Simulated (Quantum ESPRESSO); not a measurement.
# Sn (Im-3m) in Quantum ESPRESSO: further runs, part 2 of 3

Quantum ESPRESSO 7.5. The steps go on from the part before.

## 3. Phonons, LDA

pw.in

```
&CONTROL
  calculation = 'scf'
  prefix = 'pwscf'
  outdir = './tmp'
  pseudo_dir = './pseudo'
  tprnfor = .true.
  tstress = .true.
  disk_io = 'low'
/
&SYSTEM
  ibrav = 0
  nat = 1
  ntyp = 1
  ecutwfc = 68
  ecutrho = 544
  nbnd = 13
  occupations = 'smearing'
  smearing = 'mv'
  degauss = 0.01469973
/
&ELECTRONS
  conv_thr = 2d-10
  electron_maxstep = 120
  mixing_beta = 0.5
/
ATOMIC_SPECIES
Sn   118.7100 sn_lda_v1.4.uspp.F.UPF
CELL_PARAMETERS angstrom
  -1.8946518192    1.8946518192    1.8946518192
   1.8946518192   -1.8946518192    1.8946518192
   1.8946518192    1.8946518192   -1.8946518192
ATOMIC_POSITIONS crystal
Sn     0.0000000000    0.0000000000    0.0000000000
K_POINTS automatic
7 7 7 0 0 0
```

relax.in

```
&CONTROL
  calculation = 'vc-relax'
  prefix = 'pwscf'
  outdir = './tmp'
  pseudo_dir = './pseudo'
  tprnfor = .true.
  tstress = .true.
  disk_io = 'low'
  nstep = 40
  forc_conv_thr = 0.0001
  etot_conv_thr = 1d-06
/
&SYSTEM
  ibrav = 0
  nat = 1
  ntyp = 1
  ecutwfc = 68
  ecutrho = 544
  nbnd = 13
  occupations = 'smearing'
  smearing = 'mv'
  degauss = 0.01469973
/
&ELECTRONS
  conv_thr = 2d-10
  electron_maxstep = 120
  mixing_beta = 0.5
/
&IONS
  ion_dynamics = 'bfgs'
/
&CELL
  cell_dynamics = 'bfgs'
  press = 0
  press_conv_thr = 0.2
/
ATOMIC_SPECIES
Sn   118.7100 sn_lda_v1.4.uspp.F.UPF
CELL_PARAMETERS angstrom
  -1.8946518192    1.8946518192    1.8946518192
   1.8946518192   -1.8946518192    1.8946518192
   1.8946518192    1.8946518192   -1.8946518192
ATOMIC_POSITIONS crystal
Sn     0.0000000000    0.0000000000    0.0000000000
K_POINTS automatic
7 7 7 0 0 0
```

scf2.in

```
&CONTROL
  calculation = 'scf'
  prefix = 'pwscf'
  outdir = './tmp'
  pseudo_dir = './pseudo'
  tprnfor = .true.
  tstress = .true.
  disk_io = 'low'
/
&SYSTEM
  ibrav = 0
  nat = 1
  ntyp = 1
  ecutwfc = 68
  ecutrho = 544
  nbnd = 13
  occupations = 'smearing'
  smearing = 'mv'
  degauss = 0.01469973
/
&ELECTRONS
  conv_thr = 1d-13
  electron_maxstep = 120
  mixing_beta = 0.5
  startingpot = 'file'
  startingwfc = 'file'
/
ATOMIC_SPECIES
Sn   118.7100 sn_lda_v1.4.uspp.F.UPF
CELL_PARAMETERS angstrom
  -1.8538823382    1.8538823382    1.8538823382
   1.8538823382   -1.8538823382    1.8538823382
   1.8538823382    1.8538823382   -1.8538823382
ATOMIC_POSITIONS crystal
Sn     0.0000000000    0.0000000000    0.0000000000
K_POINTS automatic
7 7 7 0 0 0
```

ph.in

```
phonons of Sn
&INPUTPH
  prefix = 'pwscf'
  outdir = './tmp'
  tr2_ph = 1d-18
  fildyn = 'dyn'
  niter_ph = 90
  alpha_mix(1) = 0.4
/
-0.0000000000 0.8660254038 -0.0000000000
```

Potentials or basis: GBRV 1.5 LDA.

On the command line:

```bash
$ OMP_NUM_THREADS=1 pw.x -in pw.in > pw.out
$ OMP_NUM_THREADS=1 pw.x -in relax.in > relax.out
$ OMP_NUM_THREADS=1 pw.x -in scf2.in > scf2.out
$ OMP_NUM_THREADS=1 ph.x -in ph.in > ph.out
```

pw.out:

```text
This program is part of the open-source Quantum ESPRESSO suite
     for quantum simulation of materials; please cite
[... 9 lines left out ...]
     --------------------
     sticks:   dense  smooth     PW     G-vecs:    dense   smooth      PW
     Sum        1563     785    233                39327    13835    2315

     Using Slab Decomposition

     bravais-lattice index     =            0
     lattice parameter (alat)  =       6.2014  a.u.
     unit-cell volume          =     183.5882 (a.u.)^3
     number of atoms/cell      =            1
     number of atomic types    =            1
     number of electrons       =        14.00
     number of Kohn-Sham states=           13
     kinetic-energy cutoff     =      68.0000  Ry
     charge density cutoff     =     544.0000  Ry
     scf convergence threshold =      2.0E-10
     mixing beta               =       0.5000
     number of iterations used =            8  plain     mixing
     Exchange-correlation=  SLA  PZ   NOGX NOGC
                           (   1   1   0   0   0   0   0)

     celldm(1)=   6.201388  celldm(2)=   0.000000  celldm(3)=   0.000000
     celldm(4)=   0.000000  celldm(5)=   0.000000  celldm(6)=   0.000000

     crystal axes: (cart. coord. in units of alat)
               a(1) = (  -0.577350   0.577350   0.577350 )
               a(2) = (   0.577350  -0.577350   0.577350 )
               a(3) = (   0.577350   0.577350  -0.577350 )

     reciprocal axes: (cart. coord. in units 2 pi/alat)
               b(1) = ( -0.000000  0.866025  0.866025 )
               b(2) = (  0.866025 -0.000000  0.866025 )
               b(3) = (  0.866025  0.866025  0.000000 )

     PseudoPot. # 1 for Sn read from file:
     sn_lda_v1.4.uspp.F.UPF
     Pseudo is Ultrasoft + core correction, Zval = 14.0
     Generated by new atomic code, or converted to UPF format
     Using radial grid of  891 points,  6 beta functions with:
                l(1) =   0
                l(2) =   0
                l(3) =   1
                l(4) =   1
                l(5) =   2
                l(6) =   2
     Q(r) pseudized with  8 coefficients,  rinner =    1.350   1.350   1.350
                                                       1.350   1.350

     atomic species   valence    mass     pseudopotential
     Sn               14.00   118.71000     Sn( 1.00)

     48 Sym. Ops., with inversion, found

   Cartesian axes

     site n.     atom                  positions (alat units)
         1        Sn     tau(   1) = (   0.0000000   0.0000000   0.0000000  )

     number of k points=    20  Marzari-Vanderbilt smearing, width (Ry)=  0.0147
                       cart. coord. in units 2pi/alat
        k(    1) = (   0.0000000   0.0000000   0.0000000), wk =   0.0058309
        k(    2) = (   0.1237179   0.1237179   0.0000000), wk =   0.0699708
        k(    3) = (   0.2474358   0.2474358   0.0000000), wk =   0.0699708
        k(    4) = (   0.3711537   0.3711537   0.0000000), wk =   0.0699708
        k(    5) = (   0.2474358   0.1237179   0.1237179), wk =   0.1399417
        k(    6) = (   0.3711537   0.2474358   0.1237179), wk =   0.2798834
[... 12 lines left out ...]
        k(   19) = (  -0.7423075  -0.1237179  -0.1237179), wk =   0.0466472
        k(   20) = (  -0.0000000  -0.0000000   0.7423075), wk =   0.0349854

     Dense  grid:    39327 G-vectors     FFT dimensions: (  48,  48,  48)

     Smooth grid:    13835 G-vectors     FFT dimensions: (  36,  36,  36)

     Initial potential from superposition of free atoms

     starting charge      13.0000, renormalised to      14.0000
     Starting wfcs are    9 randomized atomic wfcs +    4 random wfcs

     Self-consistent Calculation

     iteration #  1     ecut=    68.00 Ry     beta= 0.50
     Davidson diagonalization with overlap
     ethr =  1.00E-02,  avg # of iterations =  7.5

     total energy              =    -158.61954896 Ry
     estimated scf accuracy    <       1.17516768 Ry

     iteration #  2     ecut=    68.00 Ry     beta= 0.50
     Davidson diagonalization with overlap
     ethr =  8.39E-03,  avg # of iterations =  2.0

     total energy              =    -158.90003604 Ry
     estimated scf accuracy    <       0.01072136 Ry

     iteration #  3     ecut=    68.00 Ry     beta= 0.50
     Davidson diagonalization with overlap
     ethr =  7.66E-05,  avg # of iterations =  5.0
     Minimization algorithm failed to find Fermi energy: reverting to bisection
     Possible cause: smearing is larger than the electronic band-gap.

     total energy              =    -158.90115834 Ry
     estimated scf accuracy    <       0.00277496 Ry

     iteration #  4     ecut=    68.00 Ry     beta= 0.50
     Davidson diagonalization with overlap
     ethr =  1.98E-05,  avg # of iterations =  3.9
     Minimization algorithm failed to find Fermi energy: reverting to bisection
     Possible cause: smearing is larger than the electronic band-gap.

     total energy              =    -158.90154894 Ry
     estimated scf accuracy    <       0.00035602 Ry
[... 35 lines left out ...]
     iteration #  9     ecut=    68.00 Ry     beta= 0.50
     Davidson diagonalization with overlap
     ethr =  1.77E-11,  avg # of iterations =  2.0
     Minimization algorithm failed to find Fermi energy: reverting to bisection
     Possible cause: smearing is larger than the electronic band-gap.

     total energy              =    -158.90167741 Ry
     estimated scf accuracy    <          1.2E-09 Ry

     iteration # 10     ecut=    68.00 Ry     beta= 0.50
     Davidson diagonalization with overlap
     ethr =  8.84E-12,  avg # of iterations =  1.0
     Minimization algorithm failed to find Fermi energy: reverting to bisection
     Possible cause: smearing is larger than the electronic band-gap.

     total energy              =    -158.90167741 Ry
     estimated scf accuracy    <          3.4E-10 Ry

     iteration # 11     ecut=    68.00 Ry     beta= 0.50
     Davidson diagonalization with overlap
     ethr =  2.41E-12,  avg # of iterations =  2.4

     End of self-consistent calculation

          k = 0.0000 0.0000 0.0000 (  1745 PWs)   bands (ev):

   -10.9056 -10.9056 -10.9056 -10.7652 -10.7652  -0.5979  18.3240  18.3240
    18.3240  22.9456  22.9456  22.9457  23.2852

          k = 0.1237 0.1237 0.0000 (  1739 PWs)   bands (ev):

   -10.9143 -10.8935 -10.8641 -10.7744 -10.7664  -0.1547  15.3592  16.9975
    17.7991  20.6234  20.9964  22.4966  24.2474

          k = 0.2474 0.2474 0.0000 (  1733 PWs)   bands (ev):

   -10.9338 -10.8792 -10.7842 -10.7692 -10.7689   1.1727  10.8870  15.2112
    16.7353  19.2459  19.6263  23.3573  25.1665

          k = 0.3712 0.3712 0.0000 (  1736 PWs)   bands (ev):

   -10.9494 -10.8863 -10.7756 -10.7707 -10.6916   3.2630   7.0919  14.1879
    16.0275  18.5985  18.9533  25.1327  26.4546

          k = 0.2474 0.1237 0.1237 (  1729 PWs)   bands (ev):

   -10.9156 -10.8879 -10.7992 -10.7858 -10.7683   0.7315  12.7251  14.3805
    16.4309  20.5681  20.9387  23.1222  24.8870

          k = 0.3712 0.2474 0.1237 (  1737 PWs)   bands (ev):

   -10.9282 -10.8723 -10.7853 -10.7754 -10.7271   2.4684   9.0814  12.4916
    15.3681  19.8146  21.8247  23.1491  27.1617
[... 21 lines left out ...]
          k =-0.0000-0.0000 0.2474 (  1733 PWs)   bands (ev):

   -10.8770 -10.8770 -10.8668 -10.7944 -10.7660   0.2881  15.1825  15.6351
    15.6351  19.0751  22.5193  22.5193  23.8544

          k = 0.4949 0.3712 0.3712 (  1727 PWs)   bands (ev):

   -10.8913 -10.8115 -10.8115 -10.7688 -10.7688   5.0873   8.4402   8.4402
    11.1759  25.6905  26.7092  26.7092  29.2412

          k =-0.0000-0.1237 0.3712 (  1742 PWs)   bands (ev):

   -10.8899 -10.8574 -10.8094 -10.7791 -10.7747   1.6107  11.2287  13.9026
    15.0222  18.6588  21.6269  22.1632  27.0349

          k =-0.0000-0.2474 0.4949 (  1733 PWs)   bands (ev):

   -10.9037 -10.8720 -10.8002 -10.7821 -10.6958   3.6786   7.5258  12.9254
    14.4874  19.7932  20.9126  21.9422  23.8212

          k = 0.1237-0.1237 0.4949 (  1734 PWs)   bands (ev):

   -10.8756 -10.8566 -10.8102 -10.7864 -10.7238   3.3162   9.4243  10.9026
    15.2250  18.1777  20.8390  23.2996  25.7665

          k =-0.7423-0.2474-0.2474 (  1746 PWs)   bands (ev):

   -10.8769 -10.8584 -10.8309 -10.7582 -10.7024   5.0058   7.3998   9.9697
    15.3480  19.1523  20.5630  20.8957  25.9167

          k =-0.0000-0.0000 0.4949 (  1745 PWs)   bands (ev):

   -10.8617 -10.8189 -10.7964 -10.7964 -10.7802   2.9110  11.8982  12.2019
    12.2019  16.1120  22.8021  25.3026  25.3027

          k =-0.0000-0.1237 0.6186 (  1750 PWs)   bands (ev):

   -10.8861 -10.8596 -10.7990 -10.7570 -10.7051   4.9056   8.7460  11.2396
    12.5076  16.4576  19.2712  24.6933  25.4555

          k =-0.7423-0.1237-0.1237 (  1752 PWs)   bands (ev):

   -10.8915 -10.8915 -10.7819 -10.7105 -10.7105   6.2148   9.0184   9.0184
    13.0397  16.6734  16.6734  24.6398  29.7228

          k =-0.0000-0.0000 0.7423 (  1738 PWs)   bands (ev):

   -10.9174 -10.9092 -10.7145 -10.7145 -10.7111   6.7421  10.2678  10.2781
    10.2781  14.6622  15.9308  28.4334  29.7252

     the Fermi energy is    10.7912 ev

!    total energy              =    -158.90167741 Ry
     estimated scf accuracy    <          7.6E-11 Ry
     smearing contrib. (-TS)   =      -0.00045313 Ry
     internal energy E=F+TS    =    -158.90122428 Ry

     The total energy is F=E-TS. E is the sum of the following terms:
     one-electron contribution =     -53.99598225 Ry
     hartree contribution      =      37.09078243 Ry
     xc contribution           =     -42.38492973 Ry
     ewald contribution        =     -99.61109473 Ry

     convergence has been achieved in  11 iterations

     Forces acting on atoms (cartesian axes, Ry/au):

     atom    1 type  1   force =     0.00000000    0.00000000    0.00000000

     Total force =     0.000000     Total SCF correction =     0.000000

     Computing stress (Cartesian axis) and pressure

          total   stress  (Ry/bohr**3)                   (kbar)     P=      -33.67
  -0.00022886  -0.00000000  -0.00000000          -33.67       -0.00       -0.00
  -0.00000000  -0.00022886  -0.00000000           -0.00      -33.67       -0.00
  -0.00000000  -0.00000000  -0.00022886           -0.00       -0.00      -33.67

=------------------------------------------------------------------------------=
   JOB DONE.
=------------------------------------------------------------------------------=
```

Wall time 1.8 min (1 thread of Arm Neoverse V2, shared host); peak memory 0.17 GiB.

What came out:

```yaml
Free_energy: -2161.9831 eV
Relaxed_volume: 25.49 Å³/atom
Relaxed_cell: a = 3.211 Å, b = 3.211 Å, c = 3.211 Å, α = 109.47°, β = 109.47°, γ = 109.47°
Space_group_after_relaxing_to_0.05_Å: Im-3m (No. 229)
Pressure_after_relaxing: 0.2 GPa
Band_gap_on_the_k_mesh: none (metal or under the smearing width)
Highest_phonon_frequency_at_the_q_point_run: 97 cm⁻¹
```

Step by step:
| step | energy change (eV) | largest force (eV/Å) | pressure (GPa) | volume (Å³) |
| --- | --- | --- | --- | --- |
| 1 | 0.0000 | 0.0000 | -3.37 | 27.20 |
| 2 | -0.0087 | 0.0000 | -2.57 | 26.74 |
| 3 | -0.0170 | 0.0000 | -1.27 | 26.05 |
| 4 | -0.0192 | 0.0000 | 0.16 | 25.42 |
| 5 | -0.0192 | 0.0000 | -0.01 | 25.49 |
| 6 | -0.0192 | 0.0000 | 0.00 | 25.49 |

Final structure:
```
Sn
1.0
    -1.85388    1.85388    1.85388
     1.85388   -1.85388    1.85388
     1.85388    1.85388   -1.85388
Sn
1
Direct
  0.00000 0.00000 0.00000
```

Phonon frequencies in cm⁻¹ (negative: imaginary):
```
               q point  frequencies
(0.500, -0.500, 0.500)     97 97 97
```

Phonon modes at q = (0.500, -0.500, 0.500) in reciprocal lattice units:
| mode | symmetry | cm⁻¹ |
| --- | --- | --- |
| 1 | T_1u | 97 |
| 2 | T_1u | 97 |
| 3 | T_1u | 97 |

Caveat: the k mesh is coarse; the mesh is thin for the phonons of a metal; the q point doesn't lie on the k mesh, which can shift a metal's frequencies strongly unless the mesh is converged.

(Continued in part 3 of 3.)
